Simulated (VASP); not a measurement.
# Mg2Si (Fm-3m) in VASP: notebook

The runs below take Mg2Si through relaxation of cell and atoms, with PBE+D3(BJ), PBEsol.

Program: VASP 6.6.1. These are calculated values, not measurements. Logs are shortened: lines on timing, memory, paths and dates and some standing lists are left out, and cuts for length are marked.

**1. The crystal as given**

It takes space group Fm-3m (No. 225, cubic). Conventional cell: a = 6.340 Å, b = 6.340 Å, c = 6.340 Å, α = 90.00°, β = 90.00°, γ = 90.00°. Mg (site symmetry -43m) is surrounded by 4 Si at 2.75 Å. Around Si (site symmetry m-3m) lie 8 Mg at 2.75 Å.

The cell is a database's computed one.

**2. Relaxation of cell and atoms, PBE+D3(BJ)**

Contents of INCAR:

```
SYSTEM = Mg2Si
  PREC = Accurate
  ENCUT = 600
  EDIFF = 1E-7
  ISMEAR = 0
  SIGMA = 0.1
  LREAL = .FALSE.
  LASPH = .TRUE.
  NELM = 60
  ALGO = Fast
  ISIF = 3
  LWAVE = .FALSE.
  LCHARG = .FALSE.
  GGA = PE
  IVDW = 12
  IBRION = 2
  NSW = 90
  EDIFFG = -0.005
```

Contents of KPOINTS:

```
Automatic mesh
0
G
  10 10 10
  0 0 0
```

Contents of POSCAR:

```
Mg2Si
1.0
    0.0000000000      3.1698179200      3.1698179200
    3.1698179200      0.0000000000      3.1698179200
    3.1698179200      3.1698179200      0.0000000000
Mg Si
2 1
Direct
    0.2500000000      0.2500000000      0.2500000000
    0.7500000000      0.7500000000      0.7500000000
    0.0000000000      0.0000000000      0.0000000000
```

Potentials or basis: VASP PAW PBE potentials, release 64 (Mg, Si).

On the command line:

```bash
cat potpaw_PBE.64/Mg/POTCAR potpaw_PBE.64/Si/POTCAR > POTCAR
mpirun -np 1 vasp_std > vasp.out
```

OUTCAR:

```text
SYSTEM = Mg2Si
   PREC = Accurate
   ENCUT = 600
   EDIFF = 1E-7
   ISMEAR = 0
   LREAL = .FALSE.
   LASPH = .TRUE.
   NELM = 60
   ISIF = 3
   GGA = PE
   IVDW = 12
   IBRION = 2
   NSW = 90
   EDIFFG = -0.005
 IVDW          = 12

 ion  position               nearest neighbor table
   1  0.250  0.250  0.250-   3 2.75   3 2.75   3 2.75   3 2.75   2 3.17   2 3.17   2 3.17   2 3.17
                             2 3.17   2 3.17
   2  0.750  0.750  0.750-   3 2.75   3 2.75   3 2.75   3 2.75   1 3.17   1 3.17   1 3.17   1 3.17
                             1 3.17   1 3.17
   3  0.000  0.000  0.000-   2 2.75   2 2.75   2 2.75   1 2.75   2 2.75   1 2.75   1 2.75   1 2.75

  LATTYP: Found a face centered cubic cell.
 ALAT       =     6.3396358400

  Lattice vectors:

 A1 = (   0.0000000000,   3.1698179200,   3.1698179200)
 A2 = (   3.1698179200,   0.0000000000,   3.1698179200)
 A3 = (   3.1698179200,   3.1698179200,   0.0000000000)

Analysis of symmetry for initial positions (statically):
=====================================================================
 Subroutine PRICEL returns:
 Original cell was already a primitive cell.

 Routine SETGRP: Setting up the symmetry group for a
 face centered cubic supercell.

 Subroutine GETGRP returns: Found 48 space group operations
 (whereof 48 operations were pure point group operations)
 out of a pool of 48 trial point group operations.

The static configuration has the point symmetry O_h .

Analysis of symmetry for dynamics (positions and initial velocities):
=====================================================================
 Subroutine PRICEL returns:
 Original cell was already a primitive cell.

 Routine SETGRP: Setting up the symmetry group for a
 face centered cubic supercell.

 Subroutine GETGRP returns: Found 48 space group operations
 (whereof 48 operations were pure point group operations)
 out of a pool of 48 trial point group operations.

The dynamic configuration has the point symmetry O_h .

 Subroutine INISYM returns: Found 48 space group operations
 (whereof 48 operations are pure point group operations),
 and found     1 'primitive' translations

----------------------------------------------------------------------------------------

                                     Primitive cell

  volume of cell :      63.6990

  direct lattice vectors                    reciprocal lattice vectors
     0.000000000  3.169817920  3.169817920    -0.157737767  0.157737767  0.157737767
     3.169817920  0.000000000  3.169817920     0.157737767 -0.157737767  0.157737767
     3.169817920  3.169817920  0.000000000     0.157737767  0.157737767 -0.157737767

  length of vectors
     4.482799493  4.482799493  4.482799493     0.273209826  0.273209826  0.273209826

  position of ions in fractional coordinates (direct lattice)
     0.250000000  0.250000000  0.250000000
     0.750000000  0.750000000  0.750000000
[... 77 lines left out ...]
   ENCUT  =  600.0 eV  44.10 Ry    6.64 a.u.   8.95  8.95  8.95*2*pi/ulx,y,z
   NELM   =     60;   NELMIN=  2; NELMDL= -5     # of ELM steps
   EDIFF  = 0.1E-06   stopping-criterion for ELM
   LREAL  =      F    real-space projection
   EDIFFG = -.5E-02   stopping-criterion for IOM
   NSW    =     90    number of steps for IOM
   IBRION =      2    ionic relax: 0-MD 1-quasi-New 2-CG
   NFREE  =      1    steps in history (QN), initial steepest desc. (CG)
   ISIF   =      3    stress and relaxation
   ISYM   =      2    0-nonsym 1-usesym 2-fastsym
   POTIM  = 0.5000    time-step for ionic-motion
   TEBEG  =    0.0;   TEEND  =   0.0 temperature during run
   PSTRESS=    0.0 pullay stress
   NELECT =       8.0000    total number of electrons
   NUPDOWN=      -1.0000    fix difference up-down
   EMIN   =  10.00;   EMAX   =-10.00  energy-range for DOS
   EFERMI =   0.00;   METHOD = LEGACY
   ISMEAR =     0;   SIGMA  =   0.10  broadening in eV -4-tet -1-fermi 0-gaus
   EFERMI_NEDOS =   21; number of points for ismear=-14 and -15
   IALGO  =     68    algorithm
   IMIX   =      4    mixing-type and parameters
     AMIX     =   0.40;   BMIX     =  1.00
     AMIX_MAG =   1.60;   BMIX_MAG =  1.00
  volume/ion in A,a.u.               =      21.23       143.29
  Fermi-wavevector in a.u.,A,eV,Ry     =   0.819836  1.549266  9.144906  0.672132
  Thomas-Fermi vector in A             =   1.930712
   LORBIT       =      0    0 simple, 1 ext, 2 COOP (PROOUT), +10 PAW based schemes
   GGA     = PE    functional components
   LHFCALC =     F    Hartree Fock is set to
   AEXX    =    0.0000 exact exchange contribution
   IVDW    =    12    specifies the selected vdW correction
   LEPSILON=     F    determine dielectric tensor
   LRPA    =     F    only Hartree local field effects (RPA)
 conjugate gradient relaxation of ions
 non-spin polarized calculation
 RMM-DIIS sequential band-by-band and
 Gauss-broadening in eV      SIGMA  =   0.10
  energy-cutoff  :      600.00
  volume of cell :       63.70
 maximum number of plane-waves:      2154
   NGX = 17   NGY = 17   NGZ = 17

--------------------------------------- Ionic step        1  -------------------------------------------

 number of electron       8.0000000 magnetization

 Free energy of the ion-electron system (eV)
  ---------------------------------------------------
  ext. energy  EPLUGINS =         0.00000000
  ---------------------------------------------------
  free energy    TOTEN  =        -8.91630006 eV

  energy without entropy =       -8.91613326  energy(sigma->0) =       -8.91621666

------------------------ aborting loop because EDIFF is reached ----------------------------------------

 Edisp (eV)   -0.89173

 E8    (eV) :    -0.3817
[... 73 lines left out ...]
--------------------------------------- Ionic step        3  -------------------------------------------

 number of electron       8.0000000 magnetization

 Free energy of the ion-electron system (eV)
  ---------------------------------------------------
  ext. energy  EPLUGINS =         0.00000000
  ---------------------------------------------------
  free energy    TOTEN  =        -8.89635106 eV

  energy without entropy =       -8.89609090  energy(sigma->0) =       -8.89622098

 E-fermi :   3.9319     XC(G=0):  -8.9220

 val. band max:        3.8393185455   @ k =   0.0000   0.0000   0.0000
 cond. band min:       3.9998647191   @ k =   0.5000   0.5000   0.0000
 fundamental gap:      0.1605461735
 Fermi energy:         3.9318982310

 k-point     1 :       0.0000    0.0000    0.0000
  band No.  band energies     occupation
      1      -5.4424      2.00000
      2       3.8393      1.80956
      3       3.8393      1.80956
      4       3.8393      1.80956
      5       5.9494      0.00000
      6       6.4638      0.00000
      7       6.4638      0.00000
      8       6.4638      0.00000
[... 243 lines left out ...]
 k-point    24 :       0.4000    0.3000    0.0000
  band No.  band energies     occupation
      1      -4.0154      2.00000
      2       0.2337      2.00000
      3       1.7801      2.00000
      4       2.1565      2.00000
      5       4.6669      0.00000
      6       5.2107      0.00000
      7       9.4792      0.00000
      8       9.5227      0.00000

 [... further k-points ...]

------------------------ aborting loop because EDIFF is reached ----------------------------------------

 Edisp (eV)   -0.92428

 E8    (eV) :    -0.3959
[... 26 lines left out ...]
  FREE ENERGIE OF THE ION-ELECTRON SYSTEM (eV)
  ---------------------------------------------------
  free  energy   TOTEN  =        -9.8206342104 eV

  energy  without entropy=       -9.8203740448  energy(sigma->0) =       -9.82050413

 reached required accuracy - stopping structural energy minimisation
```

CONTCAR:

```text
Mg2Si
   1.00000000000000
     0.0000000000000000    3.1345340963890767    3.1345340963890767
     3.1345340963890767    0.0000000000000000    3.1345340963890767
     3.1345340963890767    3.1345340963890767    0.0000000000000000
  Mg              Si
     2     1
Direct
     0.2500000000000000    0.2500000000000000    0.2500000000000000
     0.7500000000000000    0.7500000000000000    0.7500000000000000
     0.0000000000000000    0.0000000000000000    0.0000000000000000

  0.00000000E+00  0.00000000E+00  0.00000000E+00
  0.00000000E+00  0.00000000E+00  0.00000000E+00
  0.00000000E+00  0.00000000E+00  0.00000000E+00
```

Wall time 28 s (1 thread of Intel Xeon 6975P-C (Granite Rapids), shared host); peak memory 0.24 GiB.

What came out:

* Free energy: -9.8206 eV
* Relaxed volume: 20.53 Å³/atom
* Relaxed cell: a = 4.433 Å, b = 4.433 Å, c = 4.433 Å, α = 60.00°, β = 60.00°, γ = 60.00°
* Space group after relaxing (to 0.05 Å): Fm-3m (No. 225)
* Energy gained by relaxing: 4.2 meV/atom
* Ionic steps: 3
* Pressure after relaxing: 0.0 GPa
* Band gap on the k mesh: 0.16 eV, indirect (least direct gap 2.11 eV)
* Dispersion energy per atom: -0.308 eV

Step by step:
| step | energy change (eV) | largest force (eV/Å) | pressure (GPa) | volume (Å³) |
| --- | --- | --- | --- | --- |
| 1 | 0.0000 | 0.0000 | -1.87 | 63.70 |
| 2 | -0.0125 | 0.0000 | 0.15 | 61.44 |
| 3 | -0.0126 | 0.0000 | 0.00 | 61.60 |

Final structure:
```
Mg Si
1.0
     0.00000    3.13453    3.13453
     3.13453    0.00000    3.13453
     3.13453    3.13453    0.00000
Mg Si
2 1
Direct
  0.25000 0.25000 0.25000
  0.75000 0.75000 0.75000
  0.00000 0.00000 0.00000
```

**3. Relaxation of cell and atoms, PBEsol**

Edit INCAR of step 2 so:

```diff
@@ -2,3 +2,3 @@
   PREC = Accurate
-  ENCUT = 600
+  ENCUT = 300
   EDIFF = 1E-7
@@ -13,4 +13,3 @@
   LCHARG = .FALSE.
-  GGA = PE
-  IVDW = 12
+  GGA = PS
   IBRION = 2
```

KPOINTS is that of step 2.

POSCAR is that of step 2.

Potentials or basis: VASP PAW PBE potentials, release 64 (Mg, Si).

On the command line:

```bash
cat potpaw_PBE.64/Mg/POTCAR potpaw_PBE.64/Si/POTCAR > POTCAR
mpirun -np 1 vasp_std > vasp.out
```

OUTCAR:

```text
SYSTEM = Mg2Si
   PREC = Accurate
   ENCUT = 300
   EDIFF = 1E-7
   ISMEAR = 0
   LREAL = .FALSE.
   LASPH = .TRUE.
   NELM = 60
   ISIF = 3
   GGA = PS
   IBRION = 2
   NSW = 90
   EDIFFG = -0.005

 ion  position               nearest neighbor table
   1  0.250  0.250  0.250-   3 2.75   3 2.75   3 2.75   3 2.75   2 3.17   2 3.17   2 3.17   2 3.17
                             2 3.17   2 3.17
   2  0.750  0.750  0.750-   3 2.75   3 2.75   3 2.75   3 2.75   1 3.17   1 3.17   1 3.17   1 3.17
                             1 3.17   1 3.17
   3  0.000  0.000  0.000-   2 2.75   2 2.75   2 2.75   1 2.75   2 2.75   1 2.75   1 2.75   1 2.75

  LATTYP: Found a face centered cubic cell.
 ALAT       =     6.3396358400

  Lattice vectors:

 A1 = (   0.0000000000,   3.1698179200,   3.1698179200)
 A2 = (   3.1698179200,   0.0000000000,   3.1698179200)
 A3 = (   3.1698179200,   3.1698179200,   0.0000000000)

Analysis of symmetry for initial positions (statically):
=====================================================================
 Subroutine PRICEL returns:
 Original cell was already a primitive cell.

 Routine SETGRP: Setting up the symmetry group for a
 face centered cubic supercell.

 Subroutine GETGRP returns: Found 48 space group operations
 (whereof 48 operations were pure point group operations)
 out of a pool of 48 trial point group operations.

The static configuration has the point symmetry O_h .

Analysis of symmetry for dynamics (positions and initial velocities):
=====================================================================
 Subroutine PRICEL returns:
 Original cell was already a primitive cell.

 Routine SETGRP: Setting up the symmetry group for a
 face centered cubic supercell.

 Subroutine GETGRP returns: Found 48 space group operations
 (whereof 48 operations were pure point group operations)
 out of a pool of 48 trial point group operations.

The dynamic configuration has the point symmetry O_h .

 Subroutine INISYM returns: Found 48 space group operations
[... 179 lines left out ...]

  FREE ENERGIE OF THE ION-ELECTRON SYSTEM (eV)
  ---------------------------------------------------
  free  energy   TOTEN  =        -9.6695842220 eV

  energy  without entropy=       -9.6692164997  energy(sigma->0) =       -9.66940036

--------------------------------------- Ionic step        2  -------------------------------------------

 number of electron       7.9999999 magnetization

 Free energy of the ion-electron system (eV)
  ---------------------------------------------------
  ext. energy  EPLUGINS =         0.00000000
  ---------------------------------------------------
  free energy    TOTEN  =        -9.67021498 eV

  energy without entropy =       -9.66981985  energy(sigma->0) =       -9.67001742

 E-fermi :   3.7058     XC(G=0):  -8.9196

 val. band max:        3.6325200156   @ k =   0.0000   0.0000   0.0000
 cond. band min:       3.7438454760   @ k =   0.5000   0.5000   0.0000
 fundamental gap:      0.1113254604
 Fermi energy:         3.7057738618

 k-point     1 :       0.0000    0.0000    0.0000
  band No.  band energies     occupation
      1      -5.5452      2.00000
      2       3.6325      1.69978
      3       3.6325      1.69978
      4       3.6325      1.69978
      5       5.5254      0.00000
      6       6.1987      0.00000
      7       6.1987      0.00000
      8       6.1987      0.00000
[... 243 lines left out ...]
 k-point    24 :       0.4000    0.3000    0.0000
  band No.  band energies     occupation
      1      -4.1514      2.00000
      2       0.0496      2.00000
      3       1.5924      2.00000
      4       1.9682      2.00000
      5       4.4026      0.00000
      6       4.9430      0.00000
      7       9.1305      0.00000
      8       9.2131      0.00000

 [... further k-points ...]

------------------------ aborting loop because EDIFF is reached ----------------------------------------

  FORCE on cell =-STRESS in cart. coord.  units (eV):
  Direction    XX          YY          ZZ          XY          YZ          ZX
  --------------------------------------------------------------------------------------
  -------------------------------------------------------------------------------------
  Total        0.0115564      0.0115564      0.0115564      0.0000000      0.0000000     -0.0000000
  in kB        0.2930056      0.2930056      0.2930056      0.0000000      0.0000000     -0.0000000
  external PRESSURE =       0.2930056 kB  Pullay stress =       0.0000000 kB

 VOLUME and BASIS-vectors are now :
 -----------------------------------------------------------------------------
  energy-cutoff  :      300.00
  volume of cell :       63.19
      direct lattice vectors                 reciprocal lattice vectors
    -0.000000000  3.161372779  3.161372779    -0.158159140  0.158159140  0.158159140
     3.161372779 -0.000000000  3.161372779     0.158159140 -0.158159140  0.158159140
     3.161372779  3.161372779  0.000000000     0.158159140  0.158159140 -0.158159140

 POSITION                                       TOTAL-FORCE (eV/Angst)
 -----------------------------------------------------------------------------------
      1.58069      1.58069      1.58069         0.000000     -0.000000     -0.000000
      4.74206      4.74206      4.74206        -0.000000      0.000000      0.000000
      3.16137     -0.00000      3.16137         0.000000      0.000000      0.000000
 -----------------------------------------------------------------------------------
    total drift:                               -0.000000     -0.000000     -0.000000

  FREE ENERGIE OF THE ION-ELECTRON SYSTEM (eV)
  ---------------------------------------------------
  free  energy   TOTEN  =        -9.6702149850 eV

  energy  without entropy=       -9.6698198493  energy(sigma->0) =       -9.67001742

 reached required accuracy - stopping structural energy minimisation
```

OSZICAR:

```text
N       E                     dE             d eps       ncg     rms          rms(c)
DAV:   1     0.378730636068E+00    0.37873E+00   -0.20078E+03   752   0.459E+02
DAV:   2    -0.100169477838E+02   -0.10396E+02   -0.10008E+02  1064   0.517E+01
DAV:   3    -0.102142734299E+02   -0.19733E+00   -0.19733E+00   952   0.843E+00
DAV:   4    -0.102149935114E+02   -0.72008E-03   -0.72008E-03  1224   0.615E-01
[... 15 lines left out ...]
RMM:   2    -0.967027202985E+01    0.37042E-03   -0.58596E-04   752   0.132E-01    0.424E-02
RMM:   3    -0.967021585869E+01    0.56171E-04   -0.27839E-04   752   0.878E-02    0.966E-03
RMM:   4    -0.967021452839E+01    0.13303E-05   -0.15832E-05   752   0.344E-02    0.640E-03
RMM:   5    -0.967021502065E+01   -0.49226E-06   -0.29431E-06   753   0.147E-02    0.411E-03
RMM:   6    -0.967021498499E+01    0.35667E-07   -0.43826E-07   717   0.610E-03
   2 F= -.96702150E+01 E0= -.96700174E+01  d E =-.630763E-03
```

Wall time 12 s (1 thread of Intel Xeon 6975P-C (Granite Rapids), shared host); peak memory 0.15 GiB.

What came out:

```
Free energy                            : -9.6702 eV
Relaxed volume                         : 21.06 Å³/atom
Relaxed cell                           : a = 4.471 Å, b = 4.471 Å, c = 4.471 Å, α = 60.00°, β = 60.00°, γ = 60.00°
Space group after relaxing (to 0.05 Å) : Fm-3m (No. 225)
Energy gained by relaxing              : 0.2 meV/atom
Ionic steps                            : 2
Pressure after relaxing                : 0.0 GPa
Band gap on the k mesh                 : 0.11 eV, indirect (least direct gap 1.89 eV)
```

The path:
```
step  energy change (eV)  largest force (eV/Å)  pressure (GPa)  volume (Å³)
   1              0.0000                0.0000           -0.42        63.70
   2             -0.0006                0.0000            0.03        63.19
```

Final structure:
```yaml
crystal:
  lattice:
    - [0.00000, 3.16137, 3.16137]
    - [3.16137, 0.00000, 3.16137]
    - [3.16137, 3.16137, 0.00000]
  atoms:
    - { symbol: Mg, position: [0.25000, 0.25000, 0.25000] }
    - { symbol: Mg, position: [0.75000, 0.75000, 0.75000] }
    - { symbol: Si, position: [0.00000, 0.00000, 0.00000] }
```

Caveat: the cutoff is under 1.25 times the usual one of these potentials, so pressure, stress and relaxed cells hold a basis-set (Pulay) error; the PAW data sets were made with another functional, which shifts forces and pressure a little.
